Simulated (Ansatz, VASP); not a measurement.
**Sr in VASP and in Ansatz**

```
Sr
1.0
    -2.48276    2.48276    2.48276
     2.48276   -2.48276    2.48276
     2.48276    2.48276   -2.48276
Sr
1
Direct
  0.00000 0.00000 0.00000
```

This isn't the form of Sr at room conditions, which is fcc.

Alike in both runs: task single point; functional PBEsol; k mesh 7 × 7 × 7; occupations fermi-dirac, width 0.05 eV; no spin polarisation.

|  | VASP | Ansatz |
| --- | --- | --- |
| version | VASP 6.6.1 | Ansatz 0.2.0 |
| potentials or method | VASP PAW PBE potentials, release 64 (Sr_sv) | plane waves, PAW |
| plane-wave cutoff (eV) | 520 | 435 |
| valence electrons in the cell | 10 | 10 |

```csv
,VASP,Ansatz,Ansatz less VASP
pressure (GPa),-1.6,-1.6,0.00
```

The functional is the same, so the differences come from potentials, cutoffs and numerics.

Caveats: the PAW data sets were made with another functional, which shifts forces and pressure a little (VASP).
